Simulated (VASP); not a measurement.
The system is BN.

```xyz
2
Lattice="0.0000 1.8130 1.8130 1.8130 0.0000 1.8130 1.8130 1.8130 0.0000" Properties=species:S:1:pos:R:3 pbc="T T T"
N     0.9065    0.9065    0.9065
B     0.0000    0.0000    0.0000
```

The cell is a database's computed one.

| Property | Result |
| --- | --- |
| Program | VASP 6.6.1 |
| Task | relaxation of cell and atoms |
| Functional | PBEsol |
| Dispersion | D3(BJ) |
| Potentials or basis | VASP PAW PBE potentials, release 64 (N, B) |
| Cutoff | 600 eV |
| k mesh | 13 × 13 × 13 |
| Occupations | fermi-dirac, width 0.05 eV |
| Spin | no spin polarisation |

At the start: pressure -9.9 GPa; volume 5.96 Å³/atom.

How do energy, volume and symmetry change on relaxing?

Over 3 steps the energy falls by 4.9 meV/atom and the volume is 5.80 Å³/atom (-2.6 %); space group F-43m (No. 216, to 0.05 Å).

The path:
```
step  energy change (eV)  largest force (eV/Å)  pressure (GPa)  volume (Å³)
   1              0.0000                0.0000           -9.93        11.92
   2              0.0010                0.0000           11.37        11.29
   3             -0.0099                0.0000           -0.05        11.61
```

Final structure:
```
CELL_PARAMETERS angstrom
0.00000 1.79713 1.79713
1.79713 0.00000 1.79713
1.79713 1.79713 0.00000
ATOMIC_POSITIONS crystal
N 0.25000 0.25000 0.25000
B 0.00000 0.00000 0.00000
```

Caveat: the PAW data sets were made with another functional, which shifts forces and pressure a little.
